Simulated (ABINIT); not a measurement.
Crystal: BAs.

```
As B
1.0
     0.00000    2.38850    2.38850
     2.38850    0.00000    2.38850
     2.38850    2.38850    0.00000
As B
1 1
Direct
  0.75000 0.75000 0.75000
  0.00000 0.00000 0.00000
```

Base run:

```yaml
Program: ABINIT 10.8.3 (patched build)
Functional: PW91
Potentials_or_basis: JTH PAW PBE v2.0 sp
Cutoff: 408 eV
k_mesh: 10 × 10 × 10
Occupations: fermi-dirac, width 0.05 eV
Spin: no spin polarisation
```

Its results: band gap on the k mesh 1.21 eV, indirect (least direct gap 3.33 eV); pressure 3.3 GPa.

Q: The run is repeated on the same cell with these changes: functional from PW91 to SOGGA. What comes out?

A: Band gap on the k mesh 1.01 eV, indirect (least direct gap 3.25 eV); pressure -1.2 GPa.

SOGGA binds more tightly than PW91, so the same cell stands under less pressure.

Caveats: the PAW data sets were made with another functional, which shifts forces and pressure a little; this set keeps more shells in the core, which shifts pressures and gaps.
